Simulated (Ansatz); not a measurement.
The system is KCl.

```
K Cl
1.0
     3.83920    0.00000    0.00000
     0.00000    3.83920    0.00000
     0.00000    0.00000    3.83920
K Cl
1 1
Direct
  0.00000 0.00000 0.00000
  0.50000 0.50000 0.50000
```

Measurements of this composition are mostly on another form, of space group No. 225.

Base run:

- Program: Ansatz 0.2.0
- Functional: PBEsol
- Potentials or basis: all-electron LAPW, scalar-relativistic
- Cutoff: 125 eV (chosen from the basis error)
- Basis error allowed: 0.001 eV/atom
- k mesh: 7 × 7 × 7
- Occupations: fermi-dirac, width 0.05 eV
- Spin: no spin polarisation

Its results: band gap on the k mesh 4.64 eV, indirect (least direct gap 4.83 eV); pressure -1.4 GPa.

Problem. The run is repeated on the same cell with these changes: functional from PBEsol to LDA. What comes out?

Solution. Band gap on the k mesh 4.39 eV, indirect (least direct gap 4.57 eV); pressure -3.1 GPa.

LDA binds more tightly than PBEsol, so the same cell stands under less pressure.
